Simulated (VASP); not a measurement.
# GaAs (F-43m) in VASP: notebook

The runs below take GaAs through relaxation of cell and atoms, with LDA, PBEsol, r2SCAN.

All numbers are computed with VASP 6.6.1; they aren't measurements. Logs are shortened: lines on timing, memory, paths and dates and some standing lists are left out, and cuts for length are marked.

## Step 1: The structure

It takes space group F-43m (No. 216, cubic). Conventional cell: a = 5.750 Å, b = 5.750 Å, c = 5.750 Å, α = 90.00°, β = 90.00°, γ = 90.00°. Ga (site symmetry -43m) has 4 As at 2.49 Å as nearest neighbours. Around As (site symmetry -43m) lie 4 Ga at 2.49 Å.

The cell is a database's computed one.

## Step 2: Relaxation of cell and atoms, LDA

INCAR reads:

```
SYSTEM = GaAs
ALGO = Normal ; EDIFF = 1E-7
EDIFFG = -0.01 ; ENCUT = 300
GGA = CA ; IBRION = 2
ISIF = 3 ; ISMEAR = 0
LASPH = .True. ; LCHARG = .False.
LREAL = .False. ; LWAVE = .False.
NELM = 100 ; NSW = 40
PREC = Accurate ; SIGMA = 0.02
```

KPOINTS reads:

```
k-points
0
Gamma
  4 4 4
  0 0 0
```

POSCAR reads:

```
GaAs
1.0
    0.0000000000      2.8750910500      2.8750910500
    2.8750910500      0.0000000000      2.8750910500
    2.8750910500      2.8750910500      0.0000000000
Ga As
1 1
Direct
    0.0000000000      0.0000000000      0.0000000000
    0.7500000000      0.7500000000      0.7500000000
```

Potentials or basis: VASP PAW LDA potentials, release 64 (Ga_d, As).

Launch:

```
$ cat potpaw_LDA.64/Ga_d/POTCAR potpaw_LDA.64/As/POTCAR > POTCAR
$ mpirun -np 1 vasp_std > vasp.out
```

OUTCAR:

```text
SYSTEM = GaAs
   EDIFF = 1E-7
   EDIFFG = -0.01
   ENCUT = 300
   GGA = CA
   IBRION = 2
   ISIF = 3
   ISMEAR = 0
   LASPH = .True.
   LREAL = .False.
   NELM = 100
   NSW = 40
   PREC = Accurate

 ion  position               nearest neighbor table
   1  0.000  0.000  0.000-   2 2.49   2 2.49   2 2.49   2 2.49
   2  0.750  0.750  0.750-   1 2.49   1 2.49   1 2.49   1 2.49

  LATTYP: Found a face centered cubic cell.
 ALAT       =     5.7501821000

  Lattice vectors:

 A1 = (   0.0000000000,   2.8750910500,   2.8750910500)
 A2 = (   2.8750910500,   0.0000000000,   2.8750910500)
 A3 = (   2.8750910500,   2.8750910500,   0.0000000000)

Analysis of symmetry for initial positions (statically):
=====================================================================
 Subroutine PRICEL returns:
 Original cell was already a primitive cell.

 Routine SETGRP: Setting up the symmetry group for a
 face centered cubic supercell.

 Subroutine GETGRP returns: Found 24 space group operations
 (whereof 24 operations were pure point group operations)
 out of a pool of 48 trial point group operations.

The static configuration has the point symmetry T_d .

Analysis of symmetry for dynamics (positions and initial velocities):
=====================================================================
 Subroutine PRICEL returns:
 Original cell was already a primitive cell.

 Routine SETGRP: Setting up the symmetry group for a
 face centered cubic supercell.

 Subroutine GETGRP returns: Found 24 space group operations
 (whereof 24 operations were pure point group operations)
 out of a pool of 48 trial point group operations.

The dynamic configuration has the point symmetry T_d .

 Subroutine INISYM returns: Found 24 space group operations
 (whereof 24 operations are pure point group operations),
 and found     1 'primitive' translations

----------------------------------------------------------------------------------------

                                     Primitive cell

  volume of cell :      47.5319

  direct lattice vectors                    reciprocal lattice vectors
     0.000000000  2.875091050  2.875091050    -0.173907536  0.173907536  0.173907536
     2.875091050  0.000000000  2.875091050     0.173907536 -0.173907536  0.173907536
     2.875091050  2.875091050  0.000000000     0.173907536  0.173907536 -0.173907536

  length of vectors
     4.065992756  4.065992756  4.065992756     0.301216688  0.301216688  0.301216688

  position of ions in fractional coordinates (direct lattice)
     0.000000000  0.000000000  0.000000000
     0.750000000  0.750000000  0.750000000

  ion indices of the primitive-cell ions
   primitive index   ion index
                 1           1
                 2           2

----------------------------------------------------------------------------------------

 KPOINTS: k-points

Automatic generation of k-mesh.
 Grid dimensions read from file:
 generate k-points for:    4    4    4

 Generating k-lattice:

  Cartesian coordinates                     Fractional coordinates (reciprocal lattice)
    -0.043476884  0.043476884  0.043476884     0.250000000  0.000000000  0.000000000
     0.043476884 -0.043476884  0.043476884     0.000000000  0.250000000  0.000000000
     0.043476884  0.043476884 -0.043476884     0.000000000  0.000000000  0.250000000

  Length of vectors
     0.075304172  0.075304172  0.075304172

  Shift w.r.t. Gamma in fractional coordinates (k-lattice)
     0.000000000  0.000000000  0.000000000

 Subroutine IBZKPT returns following result:
 ===========================================

 Found      8 irreducible k-points:

 Following reciprocal coordinates:
            Coordinates               Weight
  0.000000  0.000000  0.000000      1.000000
  0.250000  0.000000  0.000000      8.000000
  0.500000  0.000000  0.000000      4.000000
  0.250000  0.250000  0.000000      6.000000
  0.500000  0.250000  0.000000     24.000000
 -0.250000  0.250000  0.000000     12.000000
  0.500000  0.500000  0.000000      3.000000
 -0.250000  0.500000  0.250000      6.000000
   k-points           NKPTS =      8   k-points in BZ     NKDIM =      8   number of bands    NBANDS=     13
   number of dos      NEDOS =    301   number of ions     NIONS =      2
   total plane-waves  NPLWV =  13824
   dimension x,y,z NGX =    24 NGY =   24 NGZ =   24
   dimension x,y,z NGXF=    48 NGYF=   48 NGZF=   48
   ions per type =               1   1
   NGX,Y,Z   is equivalent  to a cutoff of   9.81,  9.81,  9.81 a.u.
   NGXF,Y,Z  is equivalent  to a cutoff of  19.63, 19.63, 19.63 a.u.
 SYSTEM =  GaAs
   PREC   = accura    normal or accurate (medium, high low for compatibility)
   ISTART =      0    job   : 0-new  1-cont  2-samecut
   ICHARG =      2    charge: 1-file 2-atom 10-const
   ISPIN  =      1    spin polarized calculation?
   LNONCOLLINEAR =      F non collinear calculations
   LSORBIT =      F    spin-orbit coupling
   LASPH  =      T    aspherical Exc in radial PAW
   ENCUT  =  300.0 eV  22.05 Ry    4.70 a.u.   5.74  5.74  5.74*2*pi/ulx,y,z
   NELM   =    100;   NELMIN=  2; NELMDL= -5     # of ELM steps
   EDIFF  = 0.1E-06   stopping-criterion for ELM
   LREAL  =      F    real-space projection
   EDIFFG = -.1E-01   stopping-criterion for IOM
   NSW    =     40    number of steps for IOM
   IBRION =      2    ionic relax: 0-MD 1-quasi-New 2-CG
   NFREE  =      1    steps in history (QN), initial steepest desc. (CG)
   ISIF   =      3    stress and relaxation
   ISYM   =      2    0-nonsym 1-usesym 2-fastsym
   POTIM  = 0.5000    time-step for ionic-motion
   TEBEG  =    0.0;   TEEND  =   0.0 temperature during run
   PSTRESS=    0.0 pullay stress
   NELECT =      18.0000    total number of electrons
   NUPDOWN=      -1.0000    fix difference up-down
   EMIN   =  10.00;   EMAX   =-10.00  energy-range for DOS
   EFERMI =   0.00;   METHOD = LEGACY
   ISMEAR =     0;   SIGMA  =   0.02  broadening in eV -4-tet -1-fermi 0-gaus
   EFERMI_NEDOS =   21; number of points for ismear=-14 and -15
   IALGO  =     38    algorithm
   IMIX   =      4    mixing-type and parameters
     AMIX     =   0.40;   BMIX     =  1.00
     AMIX_MAG =   1.60;   BMIX_MAG =  1.00
  volume/ion in A,a.u.               =      23.77       160.38
  Fermi-wavevector in a.u.,A,eV,Ry     =   1.184415  2.238221 19.086796  1.402840
  Thomas-Fermi vector in A             =   2.320630
   LORBIT       =      0    0 simple, 1 ext, 2 COOP (PROOUT), +10 PAW based schemes
   GGA     = CA    functional components
   LHFCALC =     F    Hartree Fock is set to
   AEXX    =    0.0000 exact exchange contribution
   IVDW    =     0    specifies the selected vdW correction
   LEPSILON=     F    determine dielectric tensor
   LRPA    =     F    only Hartree local field effects (RPA)
 conjugate gradient relaxation of ions
 non-spin polarized calculation
 Gauss-broadening in eV      SIGMA  =   0.02
  energy-cutoff  :      300.00
  volume of cell :       47.53
 maximum number of plane-waves:       568
 NGX is ok and might be reduce to    24
   NGX = 11   NGY = 11   NGZ = 11

--------------------------------------- Ionic step        1  -------------------------------------------

 number of electron      17.9999994 magnetization

 Free energy of the ion-electron system (eV)
  ---------------------------------------------------
  ext. energy  EPLUGINS =         0.00000000
  ---------------------------------------------------
  free energy    TOTEN  =        -9.40565295 eV

  energy without entropy =       -9.40517087  energy(sigma->0) =       -9.40541191

------------------------ aborting loop because EDIFF is reached ----------------------------------------

  FORCE on cell =-STRESS in cart. coord.  units (eV):
  Direction    XX          YY          ZZ          XY          YZ          ZX
  --------------------------------------------------------------------------------------
  -------------------------------------------------------------------------------------
  Total       -1.1186348     -1.1186348     -1.1186348     -0.0000000     -0.0000000     -0.0000000
  in kB      -37.7063145    -37.7063145    -37.7063145     -0.0000000     -0.0000000     -0.0000000
  external PRESSURE =     -37.7063145 kB  Pullay stress =       0.0000000 kB
[... 21 lines left out ...]
  energy  without entropy=       -9.4051708655  energy(sigma->0) =       -9.40541191

--------------------------------------- Ionic step        2  -------------------------------------------

 number of electron      18.0000023 magnetization

 E-fermi :   4.2558     XC(G=0): -10.0360

 val. band max:        4.1574326620   @ k =   0.0000   0.0000   0.0000
 cond. band min:       4.7071034009   @ k =   0.0000   0.0000   0.0000
 fundamental gap:      0.5496707389
 Fermi energy:         4.2557523062

 k-point     1 :       0.0000    0.0000    0.0000
  band No.  band energies     occupation
      1     -10.8751      2.00000
      2     -10.8751      2.00000
      3     -10.8751      2.00000
      4     -10.7907      2.00000
      5     -10.7907      2.00000
      6      -8.8432      2.00000
      7       4.1574      2.00000
      8       4.1574      2.00000
      9       4.1574      2.00000
     10       4.7071      0.00000
     11       7.7979      0.00000
     12       7.7979      0.00000
     13       7.7979      0.00000
[... 179 lines left out ...]
  energy  without entropy=       -9.4518462564  energy(sigma->0) =       -9.45184626

--------------------------------------- Ionic step        4  -------------------------------------------

 number of electron      18.0000029 magnetization

 Free energy of the ion-electron system (eV)
  ---------------------------------------------------
  ext. energy  EPLUGINS =         0.00000000
  ---------------------------------------------------
  free energy    TOTEN  =        -9.45186472 eV

  energy without entropy =       -9.45186472  energy(sigma->0) =       -9.45186472

 E-fermi :   4.1680     XC(G=0):  -9.9812

 val. band max:        4.0367263512   @ k =   0.0000   0.0000   0.0000
 cond. band min:       4.4919360140   @ k =   0.0000   0.0000   0.0000
 fundamental gap:      0.4552096627
 Fermi energy:         4.1679644097

 k-point     1 :       0.0000    0.0000    0.0000
  band No.  band energies     occupation
      1     -10.9723      2.00000
      2     -10.9723      2.00000
      3     -10.9723      2.00000
      4     -10.8910      2.00000
      5     -10.8910      2.00000
      6      -8.8725      2.00000
      7       4.0367      2.00000
      8       4.0367      2.00000
      9       4.0367      2.00000
     10       4.4919      0.00000
     11       7.6742      0.00000
     12       7.6742      0.00000
     13       7.6742      0.00000
[... 139 lines left out ...]
  FREE ENERGIE OF THE ION-ELECTRON SYSTEM (eV)
  ---------------------------------------------------
  free  energy   TOTEN  =        -9.4518647219 eV

  energy  without entropy=       -9.4518647219  energy(sigma->0) =       -9.45186472

 reached required accuracy - stopping structural energy minimisation
```

Wall time 12 s (1 thread of AMD EPYC 7R43 (Zen 3), shared host); peak memory 0.09 GiB.

The run converged, but some of its settings lie outside the range that counts as converged, so its numbers aren't taken as properties of the crystal.

Results:

```yaml
Free_energy: -9.4519 eV
Relaxed_volume: 22.16 Å³/atom
Relaxed_cell: a = 3.973 Å, b = 3.973 Å, c = 3.973 Å, α = 60.00°, β = 60.00°, γ = 60.00°
Space_group_after_relaxing_to_0.05_Å: F-43m (No. 216)
Energy_gained_by_relaxing: 23.1 meV/atom
Ionic_steps: 4
Band_gap_on_the_k_mesh: 0.46 eV, direct
```

Caveat: the k mesh is coarse (spacing up to 0.47 Å⁻¹), so the values aren't converged; the cutoff is under 1.25 times the usual one of these potentials, so pressure, stress and relaxed cells hold a basis-set (Pulay) error.

## Step 3: Relaxation of cell and atoms, PBEsol

INCAR reads:

```
  PREC = Accurate
  ENCUT = 600
  EDIFF = 1E-6
  ISMEAR = 0
  SIGMA = 0.02
  LREAL = False
  LASPH = True
  NELM = 80
  ALGO = Normal
  ISIF = 3
  LWAVE = False
  LCHARG = False
  GGA = PS
  IBRION = 2
  NSW = 40
  EDIFFG = -0.005
```

KPOINTS reads:

```
Automatic mesh
0
Gamma
  3 3 3
```

POSCAR is that of step 2.

Potentials or basis: VASP PAW PBE potentials, release 64 (Ga_d, As).

Launch:

```
$ cat potpaw_PBE.64/Ga_d/POTCAR potpaw_PBE.64/As/POTCAR > POTCAR
$ mpirun -np 1 vasp_std > vasp.out
```

Wall time 11 s (1 thread of Intel Xeon Platinum 8488C (Sapphire Rapids), shared host); peak memory 0.18 GiB.

It converged, with:

| Property | Result |
| --- | --- |
| Free energy | -8.4924 eV |
| Relaxed volume | 23.07 Å³/atom |
| Relaxed cell | a = 4.026 Å, b = 4.026 Å, c = 4.026 Å, α = 60.00°, β = 60.00°, γ = 60.00° |
| Space group after relaxing (to 0.05 Å) | F-43m (No. 216) |
| Energy gained by relaxing | 4.0 meV/atom |
| Ionic steps | 3 |
| Pressure after relaxing | 0.0 GPa |
| Band gap on the k mesh | 0.26 eV, direct |

Step by step:
| step | energy change (eV) | largest force (eV/Å) | pressure (GPa) | volume (Å³) |
| --- | --- | --- | --- | --- |
| 1 | 0.0000 | 0.0000 | -1.71 | 47.53 |
| 2 | -0.0075 | 0.0000 | 0.52 | 45.81 |
| 3 | -0.0081 | 0.0000 | -0.01 | 46.13 |

Final structure:
```
CELL_PARAMETERS angstrom
0.00000 2.84662 2.84662
2.84662 0.00000 2.84662
2.84662 2.84662 0.00000
ATOMIC_POSITIONS crystal
Ga 0.00000 0.00000 0.00000
As 0.75000 0.75000 0.75000
```

Levels at points of the mesh, in eV from the valence-band top:
| k point | band 6 | band 7 | band 8 | band 9 | band 10 | band 11 | band 12 | band 13 |
| --- | --- | --- | --- | --- | --- | --- | --- | --- |
| (0.00, 0.00, 0.00) | -12.61 | 0.00 | 0.00 | 0.00 | 0.26 | 3.59 | 3.59 | 3.59 |

Caveat: the k mesh is coarse (spacing up to 0.63 Å⁻¹), so the values aren't converged; the PAW data sets were made with another functional, which shifts forces and pressure a little.

[end of part 1 of 2]
